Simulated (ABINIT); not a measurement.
# Ag: single point with r2SCAN

The system is Ag.

```
Ag
1.0
     0.00000    2.04275    2.04275
     2.04275    0.00000    2.04275
     2.04275    2.04275    0.00000
Ag
1
Cartesian
  0.0000 0.0000 0.0000
```

| Property | Result |
| --- | --- |
| Program | ABINIT 10.8.3 (patched build) |
| Task | single point |
| Functional | r2SCAN |
| Potentials or basis | JTH PAW PBE v2.0 |
| Cutoff | 544 eV |
| k mesh | 11 × 11 × 11 |
| Occupations | fermi-dirac, width 0.05 eV |
| Spin | no spin polarisation |
| Fine-grid cutoff | 1088.46 eV |

```yaml
Pressure: 1.1 GPa
Band_gap_on_the_k_mesh: none (metal or under the smearing width)
Valence_electrons_inside_the_program's_atomic_spheres: Ag 9.84 (radii [1.331] Å)
```

Levels at points of the mesh, in eV from the Fermi level:
| k point | band 2 | band 3 | band 4 | band 5 | band 6 | band 7 | band 8 | band 9 | band 10 |
| --- | --- | --- | --- | --- | --- | --- | --- | --- | --- |
| (0.00, 0.00, 0.00) | -5.42 | -5.42 | -5.42 | -4.37 | -4.37 | 16.94 | 20.56 | 20.56 | 20.56 |

Run time: 5.7 s on 4 MPI ranks on AMD EPYC 9R45 96-Core Processor (Zen 5), on a shared host, peak memory 0.4 GiB a rank.

Caveat: the PAW data sets were made with another functional, which shifts forces and pressure a little.
